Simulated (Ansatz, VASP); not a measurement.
**One calculation of Pt, two programs**

The input INCAR:

```
SYSTEM = Pt
PREC     = Accurate       ! precision mode
ENCUT    = 520            ! plane-wave cutoff, eV
EDIFF    = 1E-6           ! SCF threshold, eV
ISMEAR   = -1             ! smearing method
SIGMA    = 0.05           ! smearing width, eV
LREAL    = .FALSE.        ! projectors in reciprocal space
LASPH    = .TRUE.         ! aspherical terms in the spheres
NELM     = 100            ! most SCF steps
ALGO     = Normal         ! electronic algorithm
ISIF     = 2              ! what is computed and relaxed
LWAVE    = .FALSE.        ! write WAVECAR
LCHARG   = .FALSE.        ! write CHGCAR
GGA      = PS             ! functional
NBANDS   = 11             ! bands
```

The input KPOINTS:

```
regular mesh
0
G
  12 12 12
  0 0 0
```

POSCAR

```
Pt
1.0
    0.0000000000      1.9867042750      1.9867042750
    1.9867042750      0.0000000000      1.9867042750
    1.9867042750      1.9867042750      0.0000000000
Pt
1
Direct
    0.0000000000      0.0000000000      0.0000000000
```

File input.yaml:

```yaml
crystal:
  lattice:
    - [0.0, 1.986704275, 1.986704275]
    - [1.986704275, 0.0, 1.986704275]
    - [1.986704275, 1.986704275, 0.0]
  atoms:
    - { symbol: Pt, position: [0.0, 0.0, 0.0] }
kpoints:
  mp_grid: { grid: [12, 12, 12] }
scf:
  occupations: { method: fermi_dirac, width: 0.05 }
hamiltonian:
  xc: pbesol
  pseudopotentials: { kind: all_electron, lapw: { basis_error: 0.0005 } }
output:
  forces: true
  stress: true
  eigenvalues: true
```

Change from the starting cell: volume scaled by 1.04.

Alike in both runs: task single point; functional PBEsol; k mesh 12 × 12 × 12; occupations fermi-dirac, width 0.05 eV; no spin polarisation.

```csv
,VASP,Ansatz
version,VASP 6.6.1,Ansatz 0.2.0
potentials or method,"VASP PAW PBE potentials, release 64 (Pt)","all-electron LAPW, scalar-relativistic"
plane-wave cutoff (eV),520,see its input
```

VASP gave:

* gap on the k mesh at the Fermi level (eV): none
* pressure (GPa): -11.0

Problem. Which values does Ansatz return?

Solution. gap on the k mesh at the Fermi level (eV): none; pressure (GPa): -10.6.

A gap of «none» marks a metal or a gap that the smearing closes. Ansatz ran all-electron here, so the differences hold the error of VASP's frozen core and of both bases.

Caveats: the PAW data sets were made with another functional, which shifts forces and pressure a little (VASP). Spin-orbit coupling is left out, which matters for the levels of Pt.
